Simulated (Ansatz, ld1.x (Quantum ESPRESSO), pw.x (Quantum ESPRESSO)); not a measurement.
Au (Z = 79): does the TM potential hold in the solid?

| Quantity | Value |
| --- | --- |
| Element | gold (Au) |
| Generator | ld1.x (Quantum ESPRESSO) 7.5 |
| Type | norm-conserving Troullier–Martins (Kleinman–Bylander form) |
| Functional | PBE |
| Relativity | scalar-relativistic |
| Frozen core | [Xe] 4f14 |
| Valence charge | 11 |
| Reference configuration | 5d10 6s1 6p0 |
| Partial waves | 6s (bound): rc 2.15 bohr; 6p (bound, empty): rc 3.50 bohr; 5d (bound): rc 2.20 bohr |
| Local potential | all-electron potential smoothed inside 2.72 bohr (lloc = -2) |
| Core correction | none |

Atomic tests: cutoffs needed: 40 Ry and 60 Ry (the cutoffs (Ry, on a coarse ladder) from which the occupation-weighted sum of valence levels, in a spherical-Bessel basis at the reference potential, stays within 10 and 1 mRy of its value at 400 Ry); ghost test: no extra level below or beside the all-electron valence levels (s, p, d, f tested) (spherical-Bessel basis up to 400 Ry, 20 bohr box); largest excitation error: -716 meV (all-electron minus pseudo) for 5d7 6s0 6p0, out of 7 test configurations.

Crystal test: sc Au in pw.x 7.5, no spin, 12³ k-points, Fermi–Dirac smearing 0.01 Ry, cutoffs 75/300 Ry. The reference is all-electron LAPW (Ansatz 0.2.0) with the same functional, mesh and smearing; V0 and B0 come from Birch–Murnaghan fits to the pressures at five volumes. Errors are pseudo minus all-electron; Δ is the rms difference of the E(V) curves that follow from these fits, minima aligned, over ±6 % about the mean V0. Mesh and smearing are coarse, so the numbers serve the comparison and aren't converged zero-temperature values; the lattice is a test structure that the element need not adopt.

| V (Å³/atom) | P all-electron (GPa) | P pseudo (GPa) |
| --- | --- | --- |
| 19.753 | 5.83 | 11.55 |
| 20.273 | 2.51 | 7.55 |
| 20.793 | -0.30 | 4.15 |
| 21.313 | -2.67 | 1.26 |
| 21.833 | -4.67 | -1.19 |

All-electron: a0 = 2.747 Å (V0 = 20.73 Å³/atom), B0 = 104.8 GPa.

Pseudopotential: mean pressure error (GPa): +4.52; a0 (Å): 2.784; a0 error (%): +1.33; B0 error (%): -2.9; Δ (meV/atom): 19.1. The largest radius (3.50 bohr) exceeds half the bond length (2.60 bohr), so the spheres overlap, which is one possible source of error among others. This is a poor potential for the solid.

Problem. At the middle volume, how do free energy and pressure move when the wave cutoff is lowered (ecutrho kept at four times it)?

Solution.

```tsv
cutoff (Ry)	shift of F (meV/atom)	shift of P (GPa)
34	+677.2	-36.90
45	+17.2	-0.66
60	+8.0	-0.12
```

Input at the middle volume:

```
&control
  calculation='scf', prefix='x', pseudo_dir='./', outdir='./tmp', tstress=.true., disk_io='low'
/
&system
  ibrav=0, nat=1, ntyp=1, ecutwfc=75, ecutrho=300, nbnd=13,
  occupations='smearing', smearing='fd', degauss=0.01
/
&electrons
  conv_thr=1e-09, mixing_beta=0.4, electron_maxstep=70
/
ATOMIC_SPECIES
Au 1.0 Au.UPF
CELL_PARAMETERS angstrom
  2.74982919 0.00000000 0.00000000
  0.00000000 2.74982919 0.00000000
  0.00000000 0.00000000 2.74982919
ATOMIC_POSITIONS crystal
Au 0.0000 0.0000 0.0000
K_POINTS automatic
12 12 12 0 0 0
```

```bash
pw.x < Au.scf.in > Au.scf.out
```

Lines of the output:

```
Message from routine setup:
     using ibrav=0 with symmetry is DISCOURAGED, use correct ibrav instead
     lattice parameter (alat)  =       5.1964  a.u.
     unit-cell volume          =     140.3181 (a.u.)^3
     number of electrons       =        11.00
     number of Kohn-Sham states=           13
     kinetic-energy cutoff     =      75.0000  Ry
     charge density cutoff     =     300.0000  Ry
     scf convergence threshold =      1.0E-09
     Exchange-correlation= PBE
     number of k points=    84  Fermi-Dirac smearing, width (Ry)=  0.0100
     iteration #  1     ecut=    75.00 Ry     beta= 0.40
     total energy              =     -66.55105499 Ry
     estimated scf accuracy    <       0.06751029 Ry
     iteration #  2     ecut=    75.00 Ry     beta= 0.40
     total energy              =     -66.56218959 Ry
     estimated scf accuracy    <       0.00054041 Ry
     iteration #  3     ecut=    75.00 Ry     beta= 0.40
     total energy              =     -66.56230826 Ry
     estimated scf accuracy    <       0.00011489 Ry
     iteration #  4     ecut=    75.00 Ry     beta= 0.40
     total energy              =     -66.56231485 Ry
     estimated scf accuracy    <       0.00000070 Ry
     iteration #  5     ecut=    75.00 Ry     beta= 0.40
     total energy              =     -66.56231501 Ry
     estimated scf accuracy    <       0.00000010 Ry
     iteration #  6     ecut=    75.00 Ry     beta= 0.40
     total energy              =     -66.56231501 Ry
     estimated scf accuracy    <          1.6E-09 Ry
     iteration #  7     ecut=    75.00 Ry     beta= 0.40
     the Fermi energy is    11.6587 ev
!    total energy              =     -66.56231501 Ry
     estimated scf accuracy    <          9.3E-12 Ry
     smearing contrib. (-TS)   =      -0.00148852 Ry
     The total energy is F=E-TS. E is the sum of the following terms:
     one-electron contribution =      -0.29174252 Ry
     hartree contribution      =      10.29453886 Ry
     xc contribution           =     -10.49645989 Ry
     ewald contribution        =     -66.06716295 Ry
     convergence has been achieved in   7 iterations
          total   stress  (Ry/bohr**3)                   (kbar)     P=       41.46
```

The run at the middle volume (84 k-points, 7 iterations) took about 14 s on one core of a shared host (Neoverse-V1, 32 threads, 247 GiB, load 11).
